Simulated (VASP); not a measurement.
# Rh (Fm-3m) in VASP: further runs

The runs below take Rh through relaxation of cell and atoms, with LDA, r2SCAN+rVV10.

Program: VASP 6.6.1. These are calculated values, not measurements. Logs are shortened: lines on timing, memory, paths and dates and some standing lists are left out, and cuts for length are marked.

## (1) Starting point

It takes space group Fm-3m (No. 225, cubic). The conventional cell has a = 3.796 Å, b = 3.796 Å, c = 3.796 Å, α = 90.00°, β = 90.00°, γ = 90.00°. Rh (site symmetry m-3m) has 12 Rh at 2.68 Å as nearest neighbours.

## (2) Relaxation of cell and atoms, LDA

INCAR

```
SYSTEM = Rh
PREC = Accurate
ENCUT = 600
EDIFF = 1E-6
ISMEAR = 1
SIGMA = 0.1
LREAL = .FALSE.
LASPH = .TRUE.
NELM = 80
ALGO = Normal
ISIF = 3
LWAVE = .FALSE.
LCHARG = .FALSE.
GGA = CA
IBRION = 2
NSW = 90
EDIFFG = -0.01
```

KPOINTS

```
regular mesh
0
G
  16 16 16
  0 0 0
```

POSCAR

```
Rh
1.0
    0.0000000000      1.8978500000      1.8978500000
    1.8978500000      0.0000000000      1.8978500000
    1.8978500000      1.8978500000      0.0000000000
Rh
1
Direct
    0.0000000000      0.0000000000      0.0000000000
```

Potentials or basis: VASP PAW LDA potentials, release 64 (Rh_pv).

Launch:

```console
> cat potpaw_LDA.64/Rh_pv/POTCAR > POTCAR
> mpirun -np 1 vasp_std > vasp.out
```

OUTCAR:

```text
SYSTEM = Rh
   PREC = Accurate
   ENCUT = 600
   EDIFF = 1E-6
   ISMEAR = 1
   LREAL = .FALSE.
   LASPH = .TRUE.
   NELM = 80
   ISIF = 3
   GGA = CA
   IBRION = 2
   NSW = 90
   EDIFFG = -0.01

 ion  position               nearest neighbor table
   1  0.000  0.000  0.000-

  LATTYP: Found a face centered cubic cell.
 ALAT       =     3.7957000000

  Lattice vectors:

 A1 = (   0.0000000000,   1.8978500000,   1.8978500000)
 A2 = (   1.8978500000,   0.0000000000,   1.8978500000)
 A3 = (   1.8978500000,   1.8978500000,   0.0000000000)

Analysis of symmetry for initial positions (statically):
=====================================================================
 Subroutine PRICEL returns:
 Original cell was already a primitive cell.

 Routine SETGRP: Setting up the symmetry group for a
 face centered cubic supercell.

 Subroutine GETGRP returns: Found 48 space group operations
 (whereof 48 operations were pure point group operations)
 out of a pool of 48 trial point group operations.

The static configuration has the point symmetry O_h .

Analysis of symmetry for dynamics (positions and initial velocities):
=====================================================================
 Subroutine PRICEL returns:
 Original cell was already a primitive cell.

 Routine SETGRP: Setting up the symmetry group for a
 face centered cubic supercell.

 Subroutine GETGRP returns: Found 48 space group operations
 (whereof 48 operations were pure point group operations)
 out of a pool of 48 trial point group operations.

The dynamic configuration has the point symmetry O_h .

 Subroutine INISYM returns: Found 48 space group operations
 (whereof 48 operations are pure point group operations),
 and found     1 'primitive' translations

----------------------------------------------------------------------------------------

                                     Primitive cell

  volume of cell :      13.6715

  direct lattice vectors                    reciprocal lattice vectors
     0.000000000  1.897850000  1.897850000    -0.263456016  0.263456016  0.263456016
     1.897850000  0.000000000  1.897850000     0.263456016 -0.263456016  0.263456016
     1.897850000  1.897850000  0.000000000     0.263456016  0.263456016 -0.263456016

  length of vectors
     2.683965209  2.683965209  2.683965209     0.456319205  0.456319205  0.456319205

  position of ions in fractional coordinates (direct lattice)
     0.000000000  0.000000000  0.000000000

  ion indices of the primitive-cell ions
   primitive index   ion index
                 1           1

----------------------------------------------------------------------------------------

 KPOINTS: regular mesh

Automatic generation of k-mesh.
 Grid dimensions read from file:
 generate k-points for:   16   16   16

 Generating k-lattice:

  Cartesian coordinates                     Fractional coordinates (reciprocal lattice)
    -0.016466001  0.016466001  0.016466001     0.062500000  0.000000000  0.000000000
     0.016466001 -0.016466001  0.016466001     0.000000000  0.062500000  0.000000000
     0.016466001  0.016466001 -0.016466001     0.000000000  0.000000000  0.062500000

  Length of vectors
     0.028519950  0.028519950  0.028519950

  Shift w.r.t. Gamma in fractional coordinates (k-lattice)
     0.000000000  0.000000000  0.000000000

 Subroutine IBZKPT returns following result:
 ===========================================

 Found    145 irreducible k-points:

 Following reciprocal coordinates:
            Coordinates               Weight
  0.000000  0.000000  0.000000      1.000000
  0.062500  0.000000  0.000000      8.000000
  0.125000  0.000000  0.000000      8.000000
  0.187500  0.000000  0.000000      8.000000
  0.250000  0.000000  0.000000      8.000000
  0.312500  0.000000  0.000000      8.000000
[... 16 lines left out ...]
 -0.125000  0.062500  0.000000     24.000000
 -0.062500  0.062500  0.000000     12.000000
 [... further k-points ...]
   k-points           NKPTS =    145   k-points in BZ     NKDIM =    145   number of bands    NBANDS=     11
   number of dos      NEDOS =    301   number of ions     NIONS =      1
   total plane-waves  NPLWV =  13824
   dimension x,y,z NGX =    24 NGY =   24 NGZ =   24
   dimension x,y,z NGXF=    48 NGYF=   48 NGZF=   48
   ions per type =               1
   NGX,Y,Z   is equivalent  to a cutoff of  14.87, 14.87, 14.87 a.u.
   NGXF,Y,Z  is equivalent  to a cutoff of  29.73, 29.73, 29.73 a.u.
 SYSTEM =  Rh
   PREC   = accura    normal or accurate (medium, high low for compatibility)
   ISTART =      0    job   : 0-new  1-cont  2-samecut
   ICHARG =      2    charge: 1-file 2-atom 10-const
   ISPIN  =      1    spin polarized calculation?
   LNONCOLLINEAR =      F non collinear calculations
   LSORBIT =      F    spin-orbit coupling
   LASPH  =      T    aspherical Exc in radial PAW
   ENCUT  =  600.0 eV  44.10 Ry    6.64 a.u.   5.36  5.36  5.36*2*pi/ulx,y,z
   NELM   =     80;   NELMIN=  2; NELMDL= -5     # of ELM steps
   EDIFF  = 0.1E-05   stopping-criterion for ELM
   LREAL  =      F    real-space projection
   EDIFFG = -.1E-01   stopping-criterion for IOM
   NSW    =     90    number of steps for IOM
   IBRION =      2    ionic relax: 0-MD 1-quasi-New 2-CG
   NFREE  =      1    steps in history (QN), initial steepest desc. (CG)
   ISIF   =      3    stress and relaxation
   ISYM   =      2    0-nonsym 1-usesym 2-fastsym
   POTIM  = 0.5000    time-step for ionic-motion
   TEBEG  =    0.0;   TEEND  =   0.0 temperature during run
   PSTRESS=    0.0 pullay stress
   NELECT =      15.0000    total number of electrons
   NUPDOWN=      -1.0000    fix difference up-down
   EMIN   =  10.00;   EMAX   =-10.00  energy-range for DOS
   EFERMI =   0.00;   METHOD = LEGACY
   ISMEAR =     1;   SIGMA  =   0.10  broadening in eV -4-tet -1-fermi 0-gaus
   EFERMI_NEDOS =   21; number of points for ismear=-14 and -15
   IALGO  =     38    algorithm
   IMIX   =      4    mixing-type and parameters
     AMIX     =   0.40;   BMIX     =  1.00
     AMIX_MAG =   1.60;   BMIX_MAG =  1.00
  volume/ion in A,a.u.               =      13.67        92.26
  Fermi-wavevector in a.u.,A,eV,Ry     =   1.688496  3.190795 38.790465  2.851019
  Thomas-Fermi vector in A             =   2.770792
   LORBIT       =      0    0 simple, 1 ext, 2 COOP (PROOUT), +10 PAW based schemes
   GGA     = CA    functional components
   LHFCALC =     F    Hartree Fock is set to
   AEXX    =    0.0000 exact exchange contribution
   IVDW    =     0    specifies the selected vdW correction
   LEPSILON=     F    determine dielectric tensor
   LRPA    =     F    only Hartree local field effects (RPA)
 conjugate gradient relaxation of ions
 non-spin polarized calculation
 Methfessel and Paxton  Order N= 1 SIGMA  =   0.10
  energy-cutoff  :      600.00
  volume of cell :       13.67
 maximum number of plane-waves:       469
 NGX is ok and might be reduce to    24

--------------------------------------- Ionic step        1  -------------------------------------------

 number of electron      15.0000002 magnetization

 Free energy of the ion-electron system (eV)
  ---------------------------------------------------
  ext. energy  EPLUGINS =         0.00000000
  ---------------------------------------------------
  free energy    TOTEN  =        -8.67092320 eV

  energy without entropy =       -8.67076437  energy(sigma->0) =       -8.67087026

------------------------ aborting loop because EDIFF is reached ----------------------------------------

  FORCE on cell =-STRESS in cart. coord.  units (eV):
  Direction    XX          YY          ZZ          XY          YZ          ZX
  --------------------------------------------------------------------------------------
  -------------------------------------------------------------------------------------
  Total       -0.7700522     -0.7700522     -0.7700522      0.0000000      0.0000000     -0.0000000
  in kB      -90.2433325    -90.2433325    -90.2433325      0.0000000      0.0000000     -0.0000000
  external PRESSURE =     -90.2433325 kB  Pullay stress =       0.0000000 kB
[... 90 lines left out ...]
  energy  without entropy=       -8.6827255860  energy(sigma->0) =       -8.68285122

--------------------------------------- Ionic step        4  -------------------------------------------

 number of electron      15.0000001 magnetization

 Free energy of the ion-electron system (eV)
  ---------------------------------------------------
  ext. energy  EPLUGINS =         0.00000000
  ---------------------------------------------------
  free energy    TOTEN  =        -8.68292640 eV

  energy without entropy =       -8.68273610  energy(sigma->0) =       -8.68286297

 E-fermi :  12.3845     XC(G=0): -14.5841

 val. band max:       12.3822210056   @ k =  -0.3750   0.2500   0.0000
 cond. band min:      12.3897869347   @ k =   0.3125   0.2500   0.0000
 fundamental gap:      0.0075659291
 Fermi energy:        12.3845151614

 k-point     1 :       0.0000    0.0000    0.0000
  band No.  band energies     occupation
      1     -33.8282      2.00000
      2     -33.8282      2.00000
      3     -33.8282      2.00000
      4       4.0965      2.00000
      5       9.1085      2.00000
      6       9.1085      2.00000
      7       9.1085      2.00000
      8      11.3600      2.00000
      9      11.3600      2.00000
     10      28.3086      0.00000
     11      32.6513      0.00000
[... 309 lines left out ...]
 k-point    24 :      -0.0625    0.0625    0.0000
  band No.  band energies     occupation
      1     -33.9086      2.00000
      2     -33.8524      2.00000
      3     -33.8344      2.00000
      4       4.5241      2.00000
      5       8.8948      2.00000
      6       9.2629      2.00000
      7       9.3145      2.00000
      8      11.1573      2.00000
      9      11.3855      2.00000
     10      28.9410      0.00000
     11      32.2565      0.00000

 [... further k-points ...]

------------------------ aborting loop because EDIFF is reached ----------------------------------------

  FORCE on cell =-STRESS in cart. coord.  units (eV):
  Direction    XX          YY          ZZ          XY          YZ          ZX
  --------------------------------------------------------------------------------------
  -------------------------------------------------------------------------------------
  Total       -0.0043358     -0.0043358     -0.0043358     -0.0000000      0.0000000     -0.0000000
  in kB       -0.5239787     -0.5239787     -0.5239787     -0.0000000      0.0000000     -0.0000000
  external PRESSURE =      -0.5239787 kB  Pullay stress =       0.0000000 kB
[... 16 lines left out ...]
  FREE ENERGIE OF THE ION-ELECTRON SYSTEM (eV)
  ---------------------------------------------------
  free  energy   TOTEN  =        -8.6829264038 eV

  energy  without entropy=       -8.6827361032  energy(sigma->0) =       -8.68286297

 reached required accuracy - stopping structural energy minimisation
```

It took 19 s on 1 thread of Intel Xeon 6975P-C (Granite Rapids), shared host; peak memory 0.16 GiB.

Results:

| Item | Value |
| --- | --- |
| Free energy | -8.6829 eV |
| Relaxed volume | 13.26 Å³/atom |
| Relaxed cell | a = 2.657 Å, b = 2.657 Å, c = 2.657 Å, α = 60.00°, β = 60.00°, γ = 60.00° |
| Space group after relaxing (to 0.05 Å) | Fm-3m (No. 225) |
| Energy gained by relaxing | 12.0 meV/atom |
| Ionic steps | 4 |
| Pressure after relaxing | -0.1 GPa |
| Band gap on the k mesh | none (metal or under the smearing width) |

Step by step:
```
step  energy change (eV)  largest force (eV/Å)  pressure (GPa)  volume (Å³)
   1              0.0000                0.0000           -9.02        13.67
   2              0.0862                0.0000           32.44        12.20
   3             -0.0120                0.0000           -0.37        13.27
   4             -0.0120                0.0000           -0.05        13.26
```

Final structure:
```
CELL_PARAMETERS angstrom
0.00000 1.87850 1.87850
1.87850 0.00000 1.87850
1.87850 1.87850 0.00000
ATOMIC_POSITIONS crystal
Rh 0.00000 0.00000 0.00000
```

Levels at points of the mesh, in eV from the Fermi level:
```tsv
k point	band 4	band 5	band 6	band 7	band 8	band 9	band 10	band 11
(0.00, 0.00, 0.00)	-8.29	-3.28	-3.28	-3.28	-1.02	-1.02	15.92	20.27
(0.50, 0.00, 0.00)	-6.47	-3.35	-3.35	0.64	0.64	0.67	8.98	15.46
(0.50, 0.50, 0.00)	-6.68	-6.31	0.62	1.07	1.07	3.26	12.73	13.43
```

## (3) Relaxation of cell and atoms, LDA

This run uses another cell than the first one, of 13.26 Å³/atom, 0.970 times its volume.

Changes to INCAR since step 2:

```diff
@@ -3,3 +3,3 @@
 ENCUT = 600
-EDIFF = 1E-6
+EDIFF = 1E-7
 ISMEAR = 1
@@ -16,2 +16,2 @@
 NSW = 90
-EDIFFG = -0.01
+EDIFFG = -0.005
```

KPOINTS is that of step 2.

POSCAR

```
Rh                                      
1.0
    0.0000000000      1.8784967767      1.8784967767
    1.8784967767      0.0000000000      1.8784967767
    1.8784967767      1.8784967767     -0.0000000000
  Rh            
     1
Direct
     0.0000000000000000    1.0000000000000000    0.0000000000000000
```

Potentials or basis: VASP PAW LDA potentials, release 64 (Rh_pv).

Launch:

```console
> cat potpaw_LDA.64/Rh_pv/POTCAR > POTCAR
> mpirun -np 1 vasp_std > vasp.out
```

It took 7.2 s on 1 thread of Intel Xeon 6975P-C (Granite Rapids), shared host; peak memory 0.14 GiB.

The run converged. Its results:

* Free energy: -8.6823 eV
* Pressure after relaxing: 0.0 GPa
* Band gap on the k mesh: none (metal or under the smearing width)

Final structure:
```yaml
crystal:
  lattice:
    - [0.00000, 1.87850, 1.87850]
    - [1.87850, 0.00000, 1.87850]
    - [1.87850, 1.87850, 0.00000]
  atoms:
    - { symbol: Rh, position: [0.00000, 0.00000, 0.00000] }
```

Levels at points of the mesh, in eV from the Fermi level:
```
           k point  band 3  band 4  band 5  band 6  band 7  band 8  band 9  band 10  band 11
(0.00, 0.00, 0.00)  -46.21   -8.29   -3.28   -3.28   -3.28   -1.02   -1.02    15.92    20.27
(0.50, 0.00, 0.00)  -46.33   -6.47   -3.35   -3.35    0.64    0.64    0.67     8.98    15.46
(0.50, 0.50, 0.00)  -46.52   -6.68   -6.31    0.62    1.07    1.07    3.26    12.73    13.43
```

Caveat: the relaxation stopped at its first step, so nothing moved.

## (4) Relaxation of cell and atoms, r2SCAN+rVV10

INCAR

```
SYSTEM = Rh
PREC     = Accurate       ! precision mode
ENCUT    = 600            ! plane-wave cutoff, eV
EDIFF    = 1E-6           ! SCF threshold, eV
ISMEAR   = 1              ! smearing method
SIGMA    = 0.1            ! smearing width, eV
LREAL    = .FALSE.        ! projectors in reciprocal space
LASPH    = .TRUE.         ! aspherical terms in the spheres
NELM     = 80             ! most SCF steps
ALGO     = Normal         ! electronic algorithm
ISIF     = 3              ! what is computed and relaxed
LWAVE    = .FALSE.        ! write WAVECAR
LCHARG   = .FALSE.        ! write CHGCAR
METAGGA  = R2SCAN         ! meta-GGA
LMIXTAU  = .TRUE.       
LUSE_VDW = .TRUE.       
IVDW_NL  = 2            
BPARAM   = 11.95        
CPARAM   = 0.0093       
IBRION   = 2              ! ionic algorithm
NSW      = 90             ! ionic steps
EDIFFG   = -0.01          ! ionic threshold
```

KPOINTS

```
Automatic mesh
0
G
  16 16 16
  0 0 0
```

POSCAR

```
Rh
1.0
    0.0000000000      1.8978500000      1.8978500000
    1.8978500000      0.0000000000      1.8978500000
    1.8978500000      1.8978500000      0.0000000000
Rh
1
Direct
    0.0000000000      0.0000000000      0.0000000000
```

Potentials or basis: VASP PAW PBE potentials, release 64 (Rh_pv).

Launch:

```console
> cat potpaw_PBE.64/Rh_pv/POTCAR > POTCAR
> mpirun -np 1 vasp_std > vasp.out
```

OUTCAR:

```text
SYSTEM = Rh
   PREC = Accurate
   ENCUT = 600
   EDIFF = 1E-6
   ISMEAR = 1
   LREAL = .FALSE.
   LASPH = .TRUE.
   NELM = 80
   ISIF = 3
   METAGGA = R2SCAN
   IVDW_NL = 2
   BPARAM = 11.95
   IBRION = 2
   NSW = 90
   EDIFFG = -0.01

 ion  position               nearest neighbor table
   1  0.000  0.000  0.000-

  LATTYP: Found a face centered cubic cell.
 ALAT       =     3.7957000000

  Lattice vectors:

 A1 = (   0.0000000000,   1.8978500000,   1.8978500000)
 A2 = (   1.8978500000,   0.0000000000,   1.8978500000)
 A3 = (   1.8978500000,   1.8978500000,   0.0000000000)

Analysis of symmetry for initial positions (statically):
=====================================================================
 Subroutine PRICEL returns:
 Original cell was already a primitive cell.

 Routine SETGRP: Setting up the symmetry group for a
 face centered cubic supercell.

 Subroutine GETGRP returns: Found 48 space group operations
 (whereof 48 operations were pure point group operations)
 out of a pool of 48 trial point group operations.

The static configuration has the point symmetry O_h .

Analysis of symmetry for dynamics (positions and initial velocities):
=====================================================================
 Subroutine PRICEL returns:
[... 229 lines left out ...]

 number of electron      15.0000002 magnetization

 Free energy of the ion-electron system (eV)
  ---------------------------------------------------
  ext. energy  EPLUGINS =         0.00000000
  ---------------------------------------------------
  free energy    TOTEN  =       -23.83926971 eV

  energy without entropy =      -23.83854231  energy(sigma->0) =      -23.83902724

 E-fermi :  11.8270     XC(G=0): -15.2882

 val. band max:       11.8089024597   @ k =   0.5000   0.3125   0.1250
 cond. band min:      11.8308506463   @ k =   0.4375   0.1250   0.0625
 fundamental gap:      0.0219481865
 Fermi energy:        11.8269740466

 k-point     1 :       0.0000    0.0000    0.0000
  band No.  band energies     occupation
      1     -35.9448      2.00000
      2     -35.9448      2.00000
      3     -35.9448      2.00000
      4       3.5892      2.00000
      5       8.6440      2.00000
      6       8.6440      2.00000
      7       8.6440      2.00000
      8      10.7720      2.00000
      9      10.7720      2.00000
     10      28.5394      0.00000
     11      29.2158      0.00000
[... 309 lines left out ...]
 k-point    24 :      -0.0625    0.0625    0.0000
  band No.  band energies     occupation
      1     -36.0213      2.00000
      2     -35.9679      2.00000
      3     -35.9507      2.00000
      4       4.0232      2.00000
      5       8.4318      2.00000
      6       8.7974      2.00000
      7       8.8475      2.00000
      8      10.5767      2.00000
      9      10.7996      2.00000
     10      29.1485      0.00000
     11      29.2158      0.00000

 [... further k-points ...]

------------------------ aborting loop because EDIFF is reached ----------------------------------------

  FORCE on cell =-STRESS in cart. coord.  units (eV):
  Direction    XX          YY          ZZ          XY          YZ          ZX
  --------------------------------------------------------------------------------------
  -------------------------------------------------------------------------------------
  Total       -0.0017328     -0.0017328     -0.0017328      0.0000000      0.0000000     -0.0000000
  in kB       -0.2033306     -0.2033306     -0.2033306      0.0000000      0.0000000     -0.0000000
  external PRESSURE =      -0.2033306 kB  Pullay stress =       0.0000000 kB
[... 16 lines left out ...]
  FREE ENERGIE OF THE ION-ELECTRON SYSTEM (eV)
  ---------------------------------------------------
  free  energy   TOTEN  =       -23.8392697129 eV

  energy  without entropy=      -23.8385423090  energy(sigma->0) =      -23.83902724

 reached required accuracy - stopping structural energy minimisation
```

It took 2.5 min on 1 thread of Intel Xeon Platinum 8488C (Sapphire Rapids), shared host; peak memory 0.24 GiB.

What came out:

| Item | Value |
| --- | --- |
| Free energy | -23.8393 eV |
| Relaxed volume | 13.65 Å³/atom |
| Relaxed cell | a = 2.683 Å, b = 2.683 Å, c = 2.683 Å, α = 60.00°, β = 60.00°, γ = 60.00° |
| Space group after relaxing (to 0.05 Å) | Fm-3m (No. 225) |
| Energy gained by relaxing | 0.0 meV/atom |
| Ionic steps | 3 |
| Pressure after relaxing | 0.0 GPa |
| Band gap on the k mesh | none (metal or under the smearing width) |

Final structure:
```
Rh
1.0
     0.00000    1.89705    1.89705
     1.89705    0.00000    1.89705
     1.89705    1.89705    0.00000
Rh
1
Direct
  0.00000 0.00000 0.00000
```

Caveat: the PAW data sets were made with another functional, which shifts forces and pressure a little.

(Continued in part 2 of 2.)
